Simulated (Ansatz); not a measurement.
Moving spin-orbit coupling in Bi

It takes space group I4/mcm (No. 140, tetragonal). Conventional cell: a = 8.899 Å, b = 8.899 Å, c = 4.131 Å, α = 90.00°, β = 90.00°, γ = 90.00°. Around Bi (site symmetry m2m) lie 7 Bi at 3.31 to 3.67 Å.

This isn't the form of Bi at room conditions, which is rhombohedral.

Kept alike: task band structure; functional PBEsol; k mesh 7 × 7 × 7; occupations fermi-dirac, width 0.05 eV. Program: Ansatz, Ansatz PAW, cutoff 420 eV. The mesh is that of the run's cell of 4 atoms.

| spin-orbit coupling | pressure (GPa) |
| --- | --- |
| off | -1.79 |
| on | -0.77 |

Pressure is positive in compression, with a Pulay correction for the finite cutoff. For a metal such a mesh leaves the last digits unconverged. All rows use potentials made for PBE.

Q: What does spin-orbit coupling change here?

A: The pressure runs from -1.79 (off) to -0.77 GPa (on).
